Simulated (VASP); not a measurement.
WSe2: relaxation of cell and atoms with PBE

The system is WSe2.

```
W Se
1.0
     3.29000    0.00000    0.00000
    -1.64500    2.84922    0.00000
     0.00000    0.00000   12.97000
W Se
2 4
Direct
  0.33333 0.66667 0.25000
  0.66667 0.33333 0.75000
  0.33333 0.66667 0.62100
  0.66667 0.33333 0.12100
  0.33333 0.66667 0.87900
  0.66667 0.33333 0.37900
```

```
Program                : VASP 6.6.1
Task                   : relaxation of cell and atoms
Functional             : PBE
Potentials or basis    : VASP PAW PBE potentials, release 64 (W, Se)
Cutoff                 : 300 eV
k mesh                 : 5 × 5 × 1
Occupations            : gaussian, width 0.03 eV
Spin                   : no spin polarisation
Further INCAR settings : ALGO = Normal; EDIFF = 1e-06; IBRION = 2; EDIFFG = -0.01; NSW = 90; ISIF = 3
```

```yaml
Relaxed_volume: 23.23 Å³/atom
Relaxed_cell: a = 3.315 Å, b = 3.315 Å, c = 14.647 Å, α = 90.00°, β = 90.00°, γ = 120.00°
Space_group_after_relaxing_to_0.05_Å: P6_3/mmc (No. 194)
Energy_gained_by_relaxing: 20.7 meV/atom
Ionic_steps: 21
Pressure_after_relaxing: 0.0 GPa
Band_gap_on_the_k_mesh: 1.51 eV, indirect (least direct gap 2.21 eV)
```

The path:
| step | energy change (eV) | largest force (eV/Å) | pressure (GPa) | volume (Å³) |
| --- | --- | --- | --- | --- |
| 1 | 0.0000 | 0.0867 | 3.24 | 121.58 |
| 2 | 0.0571 | 0.9661 | -4.89 | 128.93 |
| 3 | -0.0264 | 0.3161 | 0.07 | 124.16 |
| 4 | -0.0415 | 0.2434 | -0.02 | 125.17 |
| 5 | -0.0660 | 0.0244 | -0.16 | 128.23 |
| 6 | -0.0795 | 0.0438 | -0.05 | 128.70 |
| 7 | -0.1004 | 0.0973 | 0.41 | 130.04 |
| 8 | -0.1014 | 0.1114 | 0.54 | 130.36 |
| 9 | -0.1094 | 0.1586 | -0.08 | 132.41 |
| 10 | -0.1140 | 0.2134 | -0.76 | 134.92 |
| 11 | -0.1190 | 0.1129 | -0.36 | 135.53 |
| 12 | -0.1215 | 0.0015 | 0.10 | 136.20 |
| 13 | -0.1217 | 0.0326 | 0.22 | 136.38 |
| 14 | -0.1222 | 0.0316 | 0.16 | 136.85 |
| 15 | -0.1229 | 0.0292 | 0.02 | 138.00 |
| 16 | -0.1226 | 0.0304 | -0.23 | 140.32 |
| 17 | -0.1230 | 0.0325 | -0.08 | 138.93 |
| 18 | -0.1238 | 0.0008 | -0.12 | 139.29 |
| 19 | -0.1239 | 0.0203 | -0.15 | 139.51 |
| 20 | -0.1240 | 0.0201 | 0.16 | 139.29 |
| 21 | -0.1240 | 0.0018 | 0.02 | 139.39 |

Final structure:
```
W Se
1.0
     3.31505    0.00000    0.00000
    -1.65752    2.87091    0.00000
     0.00000    0.00000   14.64656
W Se
2 4
Cartesian
  0.0000 1.9139 3.6616
  1.6575 0.9570 10.9849
  0.0000 1.9139 9.3084
  1.6575 0.9570 1.9851
  0.0000 1.9139 12.6615
  1.6575 0.9570 5.3382
```

Levels at points of the mesh, in eV from the valence-band top:
| k point | band 16 | band 17 | band 18 | band 19 | band 20 | band 21 |
| --- | --- | --- | --- | --- | --- | --- |
| (0.00, 0.00, 0.00) | -1.21 | -0.58 | 0.00 | 2.93 | 2.93 | 2.94 |

Run time: 72 s on 2 MPI ranks on Intel(R) Xeon(R) 6975P-C (Granite Rapids), on a shared host, peak memory 0.16 GiB a rank.

Caveat: the k mesh is coarse (spacing up to 0.48 Å⁻¹), so the values aren't converged; spin-orbit coupling is left out, which moves the levels of the heavy elements; an odd mesh through Γ misses points on the zone boundary, where band edges often lie; this functional lacks dispersion, which binds the layers, so the pressure and a relaxed spacing across them are unreliable; the volume moved by +15 % from the deposited cell, more than functionals usually miss. PBE usually gives volumes a little too large and moduli too small.
